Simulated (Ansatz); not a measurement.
**A strain series on RbBr (rocksalt): epitaxial in the xy plane**

Rocksalt RbBr, relaxed with r2SCAN in the PAW code Ansatz, then strained (epitaxial in the xy plane; changes of length per length, axes as in the cell below) with the atoms relaxed again within the symmetry that is left. Space group Fm-3m (No. 225), cubic; conventional cell a = 6.922 Å, 41.45 Å³ an atom. Rb is surrounded by 6 Br at 3.46 Å; Br is surrounded by 6 Rb at 3.46 Å. Calculated for a static, non-magnetic cell.

```
Rb Br
1.0
     0.00000    3.46083    3.46083
     3.46083    0.00000    3.46083
     3.46083    3.46083    0.00000
Rb Br
1 1
Direct
  0.00000 0.00000 0.00000
  0.50000 0.50000 0.50000
```

Gaps are the least over each mesh (PBE 6×6×6, r2SCAN 6×6×6, HSE06 4×4×4 when unstrained) and the special points, which keep their unstrained names; stress is the change from the unstrained cell, compression positive.

```tsv
strain (%)	free normal strain (%)	gap, PBE (eV)	gap, r2SCAN (eV)	gap, HSE06 (eV)	edges, HSE06	in-plane stress, r2SCAN (GPa)	energy rise, r2SCAN (meV/atom)
-5.59	+1.53	4.489	5.094	5.662	Γ	+3.24	40.3
-3.61	+0.86	4.429	5.035	5.596	Γ	+1.80	15.5
0.0	0.00	4.291	4.893	5.443	Γ	0.00	0.0
+2.27	-0.52	4.178	4.775	5.323	Γ	-0.72	4.3
+2.38	-0.55	4.173	4.770	5.317	Γ	-0.75	4.7
+4.0	-0.82	4.098	4.691	5.236	Γ	-1.11	12.5
```

Q: Estimate the row for a strain of +1.0 %.

A:
```tsv
strain (%)	free normal strain (%)	gap, PBE (eV)	gap, r2SCAN (eV)	gap, HSE06 (eV)	edges, HSE06	in-plane stress, r2SCAN (GPa)	energy rise, r2SCAN (meV/atom)
+1.0	-0.17	4.239	4.839	5.388	Γ	-0.35	0.8
```

Between zero and the nearest strains the slope of the HSE06 gap against strain is -0.042 eV per percent for negative and -0.056 for positive strain.

The runs are scalar-relativistic, without spin-orbit coupling.

The meshes of the hybrids are coarse, so their gaps aren't converged to the digits shown.
